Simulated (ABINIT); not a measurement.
# InAs (F-43m) in ABINIT: notebook

The runs below take InAs through band structure, with revPBE, RPBE, PBE, LDA.

All numbers are computed with ABINIT 10.8.3 (patched build); they aren't measurements. Logs are shortened: lines on timing, memory, paths and dates and some standing lists are left out, and cuts for length are marked. The log counts tension as positive stress, the text compression.

**The experiment to reproduce.**

From a printed reference work, data compilation, for a bulk crystal of InAs at 4.2 K: band gap 0.418 eV (direct).

The runs below are set against these values where they give the same quantity.

## (1) The structure

The structure is cubic, space group F-43m (No. 216). The conventional cell has a = 6.036 Å, b = 6.036 Å, c = 6.036 Å, α = 90.00°, β = 90.00°, γ = 90.00°. In (site symmetry -43m) has 4 As at 2.61 Å as nearest neighbours. As (site symmetry -43m) is surrounded by 4 In at 2.61 Å.

## (2) Band structure, revPBE

Input file run.abi:

```
ndtset 2

pp_dirpath "./"
pseudos "In.GGA_PBE-JTH.xml, As.GGA_PBE-JTH.xml"

acell 8.0655335175 8.0655335175 8.0655335175
rprim
     0.0000000000     0.7071067812     0.7071067812
     0.7071067812     0.0000000000     0.7071067812
     0.7071067812     0.7071067812     0.0000000000
ntypat 2
znucl 49 33
natom 2
typat 1 2
xcart
     0.0000000000     0.0000000000     0.0000000000
     4.5270000000     4.5270000000     4.5270000000 Angstrom

ecut 17.0
pawecutdg 34.0

ixc 14

occopt 3
tsmear 0.05 eV

nstep 100

iomode 3
prtwf 0
prteig 0
prtebands 0
prtden1 1

kptopt1 1
ngkpt1 8 8 8
nshiftk1 1
shiftk1 0.0 0.0 0.0
nband1 18
tolvrs1 1.0e-9

iscf2 -2
getden2 1
nband2 22
nbdbuf2 2
tolwfr2 1.0e-12
kptopt2 -9
ndivsm2 8
prteig2 1
prtvol2 -3
kptbounds2
     0.0000000000     0.0000000000     0.0000000000
     0.5000000000     0.0000000000     0.5000000000
     0.5000000000     0.2500000000     0.7500000000
     0.3750000000     0.3750000000     0.7500000000
     0.0000000000     0.0000000000     0.0000000000
     0.5000000000     0.5000000000     0.5000000000
     0.6250000000     0.2500000000     0.6250000000
     0.5000000000     0.2500000000     0.7500000000
     0.5000000000     0.5000000000     0.5000000000
     0.3750000000     0.3750000000     0.7500000000
```

Potentials or basis: JTH PAW PBE v2.0.

Started as:

```bash
> abinit run.abi > log 2>&1
```

run.abo:

```text
.Version 10.8.3 of ABINIT
 DATASET    1 : space group F-4 3 m (#216); Bravais cF (face-center cubic)
================================================================================
 Values of the parameters that define the memory need for DATASET  1.
     intxc =       0    ionmov =       0      iscf =      17    lmnmax =      18
     lnmax =       6     mgfft =      30  mpssoang =       3    mqgrid =    3001
     natom =       2  nloc_mem =       2    nspden =       1   nspinor =       1
    nsppol =       1      nsym =      24    n1xccc =       1    ntypat =       2
    occopt =       3   xclevel =       2
       mpw =        1254          nfft =       27000          nkpt =          29
 PAW method is used; the additional fine FFT grid is defined by:
   mgfftf=        45    nfftf =     91125
================================================================================
================================================================================

 DATASET    2 : space group F-4 3 m (#216); Bravais cF (face-center cubic)
================================================================================
 Values of the parameters that define the memory need for DATASET  2.
     intxc =       0    ionmov =       0      iscf =      -2    lmnmax =      18
     lnmax =       6     mgfft =      30  mpssoang =       3    mqgrid =    3001
     natom =       2  nloc_mem =       2    nspden =       1   nspinor =       1
    nsppol =       1      nsym =      24    n1xccc =       1    ntypat =       2
    occopt =       3   xclevel =       2
       mpw =        1267          nfft =       27000          nkpt =         139
 PAW method is used; the additional fine FFT grid is defined by:
   mgfftf=        45    nfftf =     91125
================================================================================
================================================================================

--------------------------------------------------------------------------------
------------- Echo of variables that govern the present computation ------------
--------------------------------------------------------------------------------
 -outvars: echo values of preprocessed input variables --------
            acell      8.0655335175E+00  8.0655335175E+00  8.0655335175E+00 Bohr
              amu      1.14820000E+02  7.49215900E+01
             ecut      1.70000000E+01 Hartree
           getden1          0
           getden2          1
             iscf1         17
             iscf2         -2
              ixc          14
           jdtset        1    2
           kptopt1          1
           kptopt2         -9
         kptrlatt        8    0    0      0    8    0      0    0    8
          kptrlen1     6.45242681E+01
          kptrlen2     3.00000000E+01
            natom           2
            nband1         18
            nband2         22
           nbdbuf1          0
           nbdbuf2          2
           ndtset           2
           ndivsm1          0
           ndivsm2          8
            ngfft          30      30      30
          ngfftdg          45      45      45
             nkpt1         29
             nkpt2        139
            nstep         100
             nsym          24
           ntypat           2
           occopt           3
        pawecutdg      3.40000000E+01 Hartree
         pawxcdev           0
        prtebands           0
           prteig1          0
           prteig2          1
           prtvol1          0
           prtvol2         -3
            prtwf           0
            rprim      0.0000000000E+00  7.0710678120E-01  7.0710678120E-01
                       7.0710678120E-01  0.0000000000E+00  7.0710678120E-01
                       7.0710678120E-01  7.0710678120E-01  0.0000000000E+00
           shiftk1     0.00000000E+00  0.00000000E+00  0.00000000E+00
           shiftk2     5.00000000E-01  5.00000000E-01  5.00000000E-01
          spgroup         216
           tolvrs1     1.00000000E-09
[... 257 lines left out ...]

================================================================================
 Non-SCF case, kpt    1 (  0.00000  0.00000  0.00000), residuals and eigenvalues=
  6.99E-13  4.79E-13  8.38E-13  1.01E-13  5.27E-13  9.91E-13  6.98E-13  9.66E-13
  9.60E-13  7.24E-13  4.76E-13  2.97E-13  2.17E-13  7.43E-13  2.52E-13  9.74E-13
  3.17E-13  6.20E-13  1.94E-13  9.87E-13  5.84E-13  7.33E-13
 -1.1307E+00 -1.1307E+00 -1.1307E+00 -1.1304E+00 -1.1304E+00 -3.7472E-01
 -3.7472E-01 -3.7472E-01 -3.7013E-01 -3.7013E-01 -2.8152E-01  1.5137E-01
  1.5506E-01  1.5506E-01  1.5506E-01  2.9978E-01  2.9978E-01  2.9978E-01
  4.3706E-01  5.1304E-01  5.1304E-01  5.4294E-01
 Non-SCF case, kpt    2 (  0.02174  0.00000  0.02174), residuals and eigenvalues=
  3.56E-13  3.38E-13  6.61E-13  6.17E-13  8.97E-13  5.01E-13  5.10E-13  5.21E-13
  2.60E-13  7.12E-13  1.50E-13  7.22E-13  5.43E-13  6.96E-13  4.48E-13  5.17E-13
[... 1087 lines left out ...]
  3.54E-13  6.51E-13  5.65E-13  5.90E-13  9.91E-13  5.06E-13  7.92E-13  4.77E-13
  2.87E-13  7.89E-13  4.37E-13  6.25E-13  9.17E-09  1.09E-05
 -1.1307E+00 -1.1306E+00 -1.1306E+00 -1.1304E+00 -1.1304E+00 -3.8064E-01
 -3.7261E-01 -3.7215E-01 -3.7079E-01 -3.6972E-01 -2.0831E-01 -5.3586E-02
  3.3782E-02  8.5129E-02  2.3704E-01  3.2228E-01  4.1914E-01  4.2243E-01
  4.4389E-01  5.1984E-01  6.3065E-01  6.6915E-01
 Non-SCF case, kpt  139 (  0.37500  0.37500  0.75000), residuals and eigenvalues=
  4.32E-13  7.05E-13  6.34E-13  6.52E-13  6.81E-13  7.81E-13  9.10E-13  2.80E-13
  4.56E-13  4.33E-13  4.75E-13  4.07E-13  8.28E-13  6.31E-13  6.47E-13  2.64E-13
  8.18E-13  8.28E-13  2.08E-13  2.49E-13  7.00E-08  7.08E-06
 -1.1307E+00 -1.1306E+00 -1.1306E+00 -1.1304E+00 -1.1304E+00 -3.8074E-01
 -3.7253E-01 -3.7208E-01 -3.7086E-01 -3.6967E-01 -2.0753E-01 -5.4457E-02
  3.4788E-02  8.3046E-02  2.3522E-01  3.1416E-01  4.2697E-01  4.2934E-01
  4.4535E-01  5.2487E-01  6.3161E-01  6.8000E-01

--- !ResultsGS
iteration_state: {dtset: 2, }
comment   : Summary of ground state results
lattice_vectors:
- [  0.0000000,   5.7031934,   5.7031934, ]
- [  5.7031934,   0.0000000,   5.7031934, ]
- [  5.7031934,   5.7031934,   0.0000000, ]
lattice_lengths: [   8.06553,    8.06553,    8.06553, ]
lattice_angles: [ 60.000,  60.000,  60.000, ] # degrees, (23, 13, 12)
lattice_volume:   3.7100888E+02
convergence: {deltae:  0.000E+00, res2:  0.000E+00, residm:  9.993E-13, diffor:  0.000E+00, }
etotal    :  -1.71824176E+02
entropy   :   0.00000000E+00
fermie    :   1.56920749E-01
cartesian_stress_tensor: null
pressure_GPa: null
xred      :
- [  0.0000E+00,   0.0000E+00,   0.0000E+00, In]
- [  7.5000E-01,   7.5000E-01,   7.5000E-01, As]
cartesian_forces: null
force_length_stats: {min: null, max: null, mean: null, }
...

 Integrated electronic density in atomic spheres:
 ------------------------------------------------
 Atom  Sphere_radius  Integrated_density
    1        2.50645         11.22398676
    2        2.10392         12.69852736

================================================================================

 ----iterations are completed or convergence reached----

 Mean square residual over all n,k,spin=   55.836E-14; max=  99.930E-14
 reduced coordinates (array xred) for    2 atoms
       0.000000000000      0.000000000000      0.000000000000
       0.750000000000      0.750000000000      0.750000000000

 cartesian coordinates (angstrom) at end:
    1      0.00000000000000     0.00000000000000     0.00000000000000
    2      4.52699999700786     4.52699999700786     4.52699999700786
 length scales=  8.065533517500  8.065533517500  8.065533517500 bohr
              =  4.268096528340  4.268096528340  4.268096528340 angstroms
 Eigenvalues (hartree) for nkpt= 139  k points:
 kpt#   1, nband= 22, wtk=  1.00000, kpt=  0.0000  0.0000  0.0000 (reduced coord)
  -1.13066   -1.13066   -1.13066   -1.13041   -1.13041   -0.37472   -0.37472   -0.37472
  -0.37013   -0.37013   -0.28152    0.15137    0.15506    0.15506    0.15506    0.29978
   0.29978    0.29978    0.43706    0.51304    0.51304    0.54294
 kpt#   2, nband= 22, wtk=  1.00000, kpt=  0.0217  0.0000  0.0217 (reduced coord)
  -1.13066   -1.13066   -1.13066   -1.13041   -1.13041   -0.37476   -0.37471   -0.37471
  -0.37014   -0.37013   -0.28127    0.14099    0.15434    0.15434    0.16545    0.29880
   0.30077    0.30077    0.43860    0.50629    0.51323    0.54349
 kpt#   3, nband= 22, wtk=  1.00000, kpt=  0.0435  0.0000  0.0435 (reduced coord)
  -1.13066   -1.13065   -1.13065   -1.13041   -1.13041   -0.37488   -0.37467   -0.37467
  -0.37015   -0.37012   -0.28053    0.12901    0.15223    0.15223    0.17743    0.29597
   0.30366    0.30366    0.44307    0.49305    0.51380    0.54514
 kpt#   4, nband= 22, wtk=  1.00000, kpt=  0.0652  0.0000  0.0652 (reduced coord)
  -1.13066   -1.13065   -1.13065   -1.13041   -1.13041   -0.37508   -0.37460   -0.37460
  -0.37018   -0.37010   -0.27931    0.11705    0.14891    0.14891    0.18934    0.29167
   0.30829    0.30829    0.44993    0.47868    0.51474    0.54789
 kpt#   5, nband= 22, wtk=  1.00000, kpt=  0.0870  0.0000  0.0870 (reduced coord)
[... 525 lines left out ...]
  -0.37061   -0.36977   -0.21129   -0.05175    0.03647    0.09036    0.24124    0.33323
   0.39955    0.40453    0.45353    0.51639    0.60727    0.64885
 kpt# 137, nband= 22, wtk=  1.00000, kpt=  0.3929  0.3929  0.7143 (reduced coord)
  -1.13066   -1.13064   -1.13064   -1.13041   -1.13039   -0.38051   -0.37271   -0.37224
  -0.37071   -0.36975   -0.20961   -0.05259    0.03429    0.08758    0.23910    0.32910
   0.40814    0.41401    0.44794    0.51713    0.62217    0.65724
 kpt# 138, nband= 22, wtk=  1.00000, kpt=  0.3839  0.3839  0.7321 (reduced coord)
  -1.13066   -1.13064   -1.13064   -1.13041   -1.13039   -0.38064   -0.37261   -0.37215
  -0.37079   -0.36972   -0.20831   -0.05359    0.03378    0.08513    0.23704    0.32228
   0.41914    0.42243    0.44389    0.51984    0.63065    0.66915
 kpt# 139, nband= 22, wtk=  1.00000, kpt=  0.3750  0.3750  0.7500 (reduced coord)
  -1.13066   -1.13064   -1.13064   -1.13041   -1.13039   -0.38074   -0.37253   -0.37208
  -0.37086   -0.36967   -0.20753   -0.05446    0.03479    0.08305    0.23522    0.31416
   0.42697    0.42934    0.44535    0.52487    0.63161    0.68000

== END DATASET(S) ==============================================================
================================================================================

 -outvars: echo values of variables after computation  --------
            acell      8.0655335175E+00  8.0655335175E+00  8.0655335175E+00 Bohr
           etotal1    -1.7182417619E+02
            fcart1     2.2868767169E-29 -7.1557110174E-29  2.5819575836E-29
                      -2.2868767169E-29  7.1557110174E-29 -2.5819575836E-29
            rprim      0.0000000000E+00  7.0710678120E-01  7.0710678120E-01
                       7.0710678120E-01  0.0000000000E+00  7.0710678120E-01
                       7.0710678120E-01  7.0710678120E-01  0.0000000000E+00
           strten1    -1.6326202470E-04 -1.6326202470E-04 -1.6326202470E-04
                       0.0000000000E+00  0.0000000000E+00  0.0000000000E+00
           xangst      0.0000000000E+00  0.0000000000E+00  0.0000000000E+00
                       4.5269999970E+00  4.5269999970E+00  4.5269999970E+00
             xred      0.0000000000E+00  0.0000000000E+00  0.0000000000E+00
                       7.5000000000E-01  7.5000000000E-01  7.5000000000E-01
 Calculation completed.
```

It took 1.8 min on 1 thread of Arm Neoverse V1, shared host; peak memory 0.16 GiB.

What came out:

- Free energy: -4675.5740 eV
- Band gap on the k mesh: none (metal or under the smearing width)
- Valence electrons inside the program's atomic spheres: In 11.22; As 12.70

Levels at the corners of the path, in eV from the Fermi level:
```
point  band 12  band 13  band 14  band 15  band 16  band 17
    Γ    -0.15    -0.05    -0.05    -0.05     3.89     3.89
    X    -5.89    -2.39    -2.39     1.58     2.07     9.27
    W    -5.75    -3.00    -2.92     4.20     4.31     5.02
    K    -5.75    -3.32    -2.01     2.13     4.28     7.35
    Γ    -0.15    -0.05    -0.05    -0.05     3.89     3.89
    L    -5.81    -1.05    -1.05     0.98     4.67     4.67
    U    -5.75    -3.32    -2.01     2.13     4.28     7.35
    W    -5.75    -3.00    -2.92     4.20     4.31     5.02
    L    -5.81    -1.05    -1.05     0.98     4.67     4.67
    K    -5.75    -3.32    -2.01     2.13     4.28     7.35
```

Caveat: the cutoff is too short for stress, so the log's stress isn't used; the PAW data sets were made with another functional, which shifts forces and pressure a little; spin-orbit coupling is left out, which moves the levels of the heavy elements; this crystal is a semiconductor, whose small gap the functional closes, so the metal is an error of the method.

## (3) Band structure, RPBE

Edit run.abi of step 2 so:

```diff
@@ -5,3 +5,3 @@
 
-acell 8.0655335175 8.0655335175 8.0655335175
+acell 4.2680965312 4.2680965312 4.2680965312 Angstrom
 rprim
@@ -21,6 +21,6 @@
 
-ixc 14
+ixc 15
 
 occopt 3
-tsmear 0.05 eV
+tsmear 0.00183747
 
@@ -32,3 +32,7 @@
 prtebands 0
+enunit 1
 prtden1 1
+prtvha1 1
+prtvclmb1 1
+prtpot1 1
 
@@ -47,3 +51,3 @@
 kptopt2 -9
-ndivsm2 8
+ndivsm2 6
 prteig2 1
```

Potentials or basis: JTH PAW PBE v2.0.

Started as:

```bash
> abinit run.abi > log 2>&1
```

run.abo:

```text
.Version 10.8.3 of ABINIT
 DATASET    1 : space group F-4 3 m (#216); Bravais cF (face-center cubic)
================================================================================
 Values of the parameters that define the memory need for DATASET  1.
     intxc =       0    ionmov =       0      iscf =      17    lmnmax =      18
     lnmax =       6     mgfft =      30  mpssoang =       3    mqgrid =    3001
     natom =       2  nloc_mem =       2    nspden =       1   nspinor =       1
    nsppol =       1      nsym =      24    n1xccc =       1    ntypat =       2
    occopt =       3   xclevel =       2
       mpw =        1254          nfft =       27000          nkpt =          29
 PAW method is used; the additional fine FFT grid is defined by:
   mgfftf=        45    nfftf =     91125
================================================================================
================================================================================

 DATASET    2 : space group F-4 3 m (#216); Bravais cF (face-center cubic)
================================================================================
 Values of the parameters that define the memory need for DATASET  2.
     intxc =       0    ionmov =       0      iscf =      -2    lmnmax =      18
     lnmax =       6     mgfft =      30  mpssoang =       3    mqgrid =    3001
     natom =       2  nloc_mem =       2    nspden =       1   nspinor =       1
    nsppol =       1      nsym =      24    n1xccc =       1    ntypat =       2
    occopt =       3   xclevel =       2
       mpw =        1266          nfft =       27000          nkpt =         103
[... 1583 lines left out ...]
 -10.05939  -10.04035   -5.77331   -1.35222    1.16680    2.59285    6.68010    9.09830
  10.72050   10.83029   12.61239   14.12584   16.01888   17.45719
 kpt# 101, nband= 22, wtk=  1.00000, kpt=  0.4000  0.4000  0.7000 (reduced coord)
 -30.73357  -30.73315  -30.73301  -30.72666  -30.72639  -10.32740  -10.12125  -10.10908
 -10.06288  -10.03942   -5.69989   -1.37034    1.01761    2.47697    6.60832    9.10125
  10.96972   11.10285   12.37120   14.09363   16.67960   17.74974
 kpt# 102, nband= 22, wtk=  1.00000, kpt=  0.3875  0.3875  0.7250 (reduced coord)
 -30.73362  -30.73311  -30.73299  -30.72668  -30.72637  -10.33251  -10.11746  -10.10495
 -10.06622  -10.03843   -5.64125   -1.40568    0.96036    2.37604    6.52819    8.89804
  11.34342   11.44938   12.17708   14.15033   17.15851   18.12760
 kpt# 103, nband= 22, wtk=  1.00000, kpt=  0.3750  0.3750  0.7500 (reduced coord)
 -30.73366  -30.73308  -30.73297  -30.72670  -30.72635  -10.33661  -10.11418  -10.10204
 -10.06915  -10.03687   -5.60734   -1.44039    0.98724    2.29394    6.45756    8.59762
  11.67597   11.72501   12.18193   14.32315   17.24886   18.56880

== END DATASET(S) ==============================================================
================================================================================

 -outvars: echo values of variables after computation  --------
            acell      8.0655335229E+00  8.0655335229E+00  8.0655335229E+00 Bohr
           etotal1    -1.7181330888E+02
            fcart1     1.8442554156E-31 -5.5327662469E-31  1.8442554156E-31
                      -1.8442554156E-31  5.5327662469E-31 -1.8442554156E-31
            rprim      0.0000000000E+00  7.0710678120E-01  7.0710678120E-01
                       7.0710678120E-01  0.0000000000E+00  7.0710678120E-01
                       7.0710678120E-01  7.0710678120E-01  0.0000000000E+00
           strten1    -1.7939937992E-04 -1.7939937992E-04 -1.7939937992E-04
                       0.0000000000E+00  0.0000000000E+00  0.0000000000E+00
           xangst      0.0000000000E+00  0.0000000000E+00  0.0000000000E+00
                       4.5270000000E+00  4.5270000000E+00  4.5270000000E+00
             xred      0.0000000000E+00  0.0000000000E+00  0.0000000000E+00
                       7.5000000000E-01  7.5000000000E-01  7.5000000000E-01
 Calculation completed.
```

Wall time 85 s (1 thread of Arm Neoverse V1, shared host); peak memory 0.14 GiB.

What came out:

- Free energy: -4675.2783 eV
- Band gap on the k mesh: none (metal or under the smearing width)
- Valence electrons inside the program's atomic spheres: In 11.22; As 12.70

Levels at the corners of the path, in eV from the Fermi level:
```tsv
point	band 11	band 12	band 13	band 14	band 15	band 16	band 17	band 18
Γ	-11.92	-0.12	-0.05	-0.05	-0.05	3.90	3.90	3.90
X	-9.89	-5.88	-2.39	-2.39	1.61	2.09	9.30	9.31
W	-9.84	-5.74	-3.00	-2.92	4.21	4.34	5.04	6.15
K	-9.91	-5.74	-3.32	-2.01	2.15	4.29	7.37	7.42
Γ	-11.92	-0.12	-0.05	-0.05	-0.05	3.90	3.90	3.90
L	-10.44	-5.80	-1.05	-1.05	1.00	4.68	4.68	6.98
U	-9.91	-5.74	-3.32	-2.01	2.15	4.29	7.37	7.42
W	-9.84	-5.74	-3.00	-2.92	4.21	4.34	5.04	6.15
L	-10.44	-5.80	-1.05	-1.05	1.00	4.68	4.68	6.98
K	-9.91	-5.74	-3.32	-2.01	2.15	4.29	7.37	7.42
```

Caveat: the cutoff is too short for stress, so the log's stress isn't used; the PAW data sets were made with another functional, which shifts forces and pressure a little; spin-orbit coupling is left out, which moves the levels of the heavy elements; this crystal is a semiconductor, whose small gap the functional closes, so the metal is an error of the method.

(Part 1 of 2 ends here.)
